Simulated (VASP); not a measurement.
Input of a VASP 6.6.1 run:

File INCAR:

```
SYSTEM = Y
PREC     = Accurate       ! precision mode
ENCUT    = 520            ! plane-wave cutoff, eV
EDIFF    = 1E-6           ! SCF threshold, eV
ISMEAR   = -1             ! smearing method
SIGMA    = 0.05           ! smearing width, eV
LREAL    = .False.        ! projectors in reciprocal space
LASPH    = .True.         ! aspherical terms in the spheres
NELM     = 60             ! most SCF steps
ALGO     = Normal         ! electronic algorithm
ISIF     = 2              ! what is computed and relaxed
LWAVE    = .False.        ! write WAVECAR
LCHARG   = .False.        ! write CHGCAR
LDIPOL   = .True.       
IDIPOL   = 3            
DIPOL    = 0.5 0.5 0.500
GGA      = B5             ! functional
ALDAX    = 1.0          
AGGAX    = 1.0          
AGGAC    = 1.0          
ALDAC    = 0.0          
IBRION   = 2              ! ionic algorithm
NSW      = 40             ! ionic steps
EDIFFG   = -0.01          ! ionic threshold
```

Contents of KPOINTS:

```
Automatic mesh
0
Gamma
  8 8 1
  0 0 0
```

The input POSCAR:

```
Y
1.0
    3.6514992371      0.0000000000      0.0000000000
   -1.8257496186      3.1622911012      0.0000000000
    0.0000000000      0.0000000000     20.7474000000
Y
3
Selective dynamics
Direct
    0.3333333333      0.6666666666      0.3614910784  F F F
    0.6666666667      0.3333333334      0.5000000000  T T T
    0.3333333333      0.6666666666      0.6385089216  T T T
```

Potentials or basis: VASP PAW PBE potentials, release 64 (Y_sv).

Run with:

```console
$ cat potpaw_PBE.64/Y_sv/POTCAR > POTCAR
$ mpirun -np 1 vasp_std > vasp.out
```

(1) Estimate the energy gained by relaxing.

(2) Estimate the band gap on the k mesh.

## Answers

(1) 3.8 meV/atom.

(2) none (metal or under the smearing width).
